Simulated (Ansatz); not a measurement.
# SiNi2: properties at the relaxed cell

The task here is to estimate one member of a computed series from the others.

Method: DFT PBEsol, scalar-relativistic, plane waves, PAW, in Ansatz 0.2.0.

1 further run of the same task is left out (set aside as unsound or not needed).

**The system as given**

It takes space group P6_3/mmc (No. 194, hexagonal). Conventional cell: a = 3.868 Å, b = 3.868 Å, c = 4.917 Å, α = 90.00°, β = 90.00°, γ = 120.00°. Si (site symmetry -6m2) has 11 Ni at 2.23 to 2.55 Å as nearest neighbours. Around Ni (site symmetry -3m) lie 8 Ni at 2.46 to 2.55 Å and 6 Si at 2.55 Å. Ni (site symmetry -6m2) has 5 Si at 2.23 to 2.46 Å and 6 Ni at 2.55 Å as nearest neighbours.

As a file:

```cif
data_structure
_symmetry_space_group_name_H-M 'P 1'
_symmetry_Int_Tables_number 1
_cell_length_a 3.8685
_cell_length_b 3.8685
_cell_length_c 4.9170
_cell_angle_alpha 90.000
_cell_angle_beta 90.000
_cell_angle_gamma 120.000
_cell_volume 63.72
loop_
_atom_site_label
_atom_site_type_symbol
_atom_site_fract_x
_atom_site_fract_y
_atom_site_fract_z
_atom_site_occupancy
Si1 Si 0.33333 0.66667 0.75000 1
Si2 Si 0.66667 0.33333 0.25000 1
Ni1 Ni 0.00000 0.00000 0.00000 1
Ni2 Ni 0.00000 0.00000 0.50000 1
Ni3 Ni 0.33333 0.66667 0.25000 1
Ni4 Ni 0.66667 0.33333 0.75000 1
```

This cell was relaxed beforehand with the same method: volume 10.62 Å³/atom, gap on the mesh none (metal).

Set-up of the first run:

Contents of input.yaml:

```yaml
crystal:
  lattice:
    - [3.868463644, 0.0, 0.0]
    - [-1.934231822, 3.3501877893, 0.0]
    - [0.0, 0.0, 4.9169851995]
  atoms:
    - { symbol: Si, position: [0.3333333333, 0.6666666667, 0.75] }
    - { symbol: Si, position: [0.6666666667, 0.3333333333, 0.25] }
    - { symbol: Ni, position: [0.0, 0.0, 0.0] }
    - { symbol: Ni, position: [0.0, 0.0, 0.5] }
    - { symbol: Ni, position: [0.3333333333, 0.6666666667, 0.25] }
    - { symbol: Ni, position: [0.6666666667, 0.3333333333, 0.75] }
basis:
  ecutwfc: 420
kpoints:
  mp_grid: { grid: [12, 12, 8] }
  band_path:
    path:
      - [[0.0, 0.0, 0.0], [0.5, 0.0, 0.0], [0.33333333, 0.33333333, 0.0], [0.0, 0.0, 0.0], [0.0, 0.0, 0.5], [0.5, 0.0, 0.5], [0.33333333, 0.33333333, 0.5], [0.0, 0.0, 0.5]]
      - [[0.5, 0.0, 0.5], [0.5, 0.0, 0.0]]
      - [[0.33333333, 0.33333333, 0.5], [0.33333333, 0.33333333, 0.0]]
    npoints: 14
hamiltonian:
  xc: pbesol
scf:
  occupations: { method: gaussian, width: 0.1 }
  n_extra_bands: 15
output:
  forces: true
  stress: true
  eigenvalues: true
  populations: true
  dos: { projected: true, de: 0.02, nscf_kmesh: { grid: [18, 18, 12] } }
  bader: true
```

Run with:

```sh
ansatz run input.yaml --threads 2 --pin off --max-ram 5120MiB --backend cpu --events-out ev --progress --plain --runs-dir out
```

Steps of the session up to this table: Static run: bands, density of states and charges; The cell scaled to 0.97 of its volume; Volume × 1.03; The cell scaled to 0.94 of its volume; Point at V/V0 = 1.06.

One of the session's tables, all rows but one given; the rest of the session is left out.

It belongs to the step «Energy against volume». 

| volume (Å³/atom) | energy above the lowest point (meV/atom) | pressure (GPa) |
| --- | --- | --- |
| 9.984 | 30.1 | 16.12 |
| 10.302 | 7.1 | 7.37 |
| 10.621 | 0.0 | -0.01 |
| 10.939 | ? | ? |
| 11.258 | 24.3 | -11.47 |

Q: Estimate the row for volume (Å³/atom) = 10.939 from the others.

Worked estimate for «energy above the lowest point (meV/atom)». A straight line through the neighbours (10.621, 0.0) and (11.258, 24.3) gives 0.0 + (24.3 − 0.0) × (10.939 − 10.621) / (11.258 − 10.621) = 12.1; a parabola fitted to 3 rows on both sides gives 5.7.

**Answer.** energy above the lowest point (meV/atom): 6.4; pressure (GPa): -6.23. In «energy above the lowest point (meV/atom)» the line misses by +5.7 and the parabola by -0.7.

To keep in mind: Spin polarisation is off in the runs that give these values; a magnetic solution could lie lower.
